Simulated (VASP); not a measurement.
In AlCo (CsCl type) the Co atom of the primitive cell, with all its periodic images, is moved by 0.06 Å along [111].

```yaml
crystal:
  lattice:
    - [2.85000, 0.00000, 0.00000]
    - [0.00000, 2.85000, 0.00000]
    - [0.00000, 0.00000, 2.85000]
  atoms:
    - { symbol: Co, position: [0.01215, 0.01215, 0.01215] }
    - { symbol: Al, position: [0.50000, 0.50000, 0.50000] }
```
Lattice in Å, positions in fractions of it.

Level of theory: PBE, plane waves, standard recommended PAW potentials in VASP 6.6.1.

Cutoff 1300 eV; orbitals from an earlier step on the same cell; potentials Co_pv Al; PREC = Normal; k-mesh 4×4×4 Γ-centred; Fermi–Dirac smearing of 0.1 eV; no spin polarisation.

Question: What force results?

Answer: The force on it along the displacement is -0.4432 eV/Å, a force constant of 7.39 eV/Å². The cell stands under a pressure of 2.4 GPa, which shifts the constant from its value at the relaxed volume.

```tsv
atom	Fx (eV/Å)	Fy (eV/Å)	Fz (eV/Å)
Co1	-0.2559	-0.2559	-0.2559
Al2	0.2559	0.2559	0.2559
```

The k-mesh is coarse, so these values belong to this mesh and can lie far from the converged ones.
